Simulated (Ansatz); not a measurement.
Crystal: TiTe2.

```
Te Ti
1.0
     3.77700    0.00000    0.00000
    -1.88850    3.27098    0.00000
     0.00000    0.00000    6.49800
Te Ti
2 1
Direct
  0.33333 0.66667 0.73720
  0.66667 0.33333 0.26280
  0.00000 0.00000 0.00000
```

| Item | Value |
| --- | --- |
| Program | Ansatz 0.2.0 |
| Task | relaxation of cell and atoms |
| Functional | PBE |
| Dispersion | D3(BJ) |
| Potentials or basis | Ansatz PAW |
| Cutoff | 420 eV (not typed: the program's choice for these potentials) |
| k mesh | 8 × 8 × 4 |
| Occupations | fermi-dirac, width 0.05 eV |
| Spin | no spin polarisation |

At the start: volume 26.76 Å³/atom.

Problem. Where does the relaxation end?

Solution. It ends after 5 steps and the volume is 25.17 Å³/atom (-6.0 %); space group P-3m1 (No. 164, to 0.05 Å).

The path:
```
step  energy change (eV)  largest force (eV/Å)  volume (Å³)
   1              0.0000                0.0175        80.28
   2             -0.0203                0.3546        75.86
   3             -0.0334                0.0597        75.83
   4             -0.0340                0.0016        75.50
   5             -0.0332                0.0015        75.50
```

Final structure:
```cif
data_structure
_symmetry_space_group_name_H-M 'P 1'
_symmetry_Int_Tables_number 1
_cell_length_a 3.7051
_cell_length_b 3.7051
_cell_length_c 6.3504
_cell_angle_alpha 90.000
_cell_angle_beta 90.000
_cell_angle_gamma 120.000
_cell_volume 75.50
loop_
_atom_site_label
_atom_site_type_symbol
_atom_site_fract_x
_atom_site_fract_y
_atom_site_fract_z
_atom_site_occupancy
Te1 Te 0.33333 0.66667 0.72843 1
Te2 Te 0.66667 0.33333 0.27157 1
Ti1 Ti 0.00000 0.00000 0.00000 1
```

Caveat: the plane-wave basis is chosen anew once the cell has moved, so the energies of steps on either side of that aren't comparable.
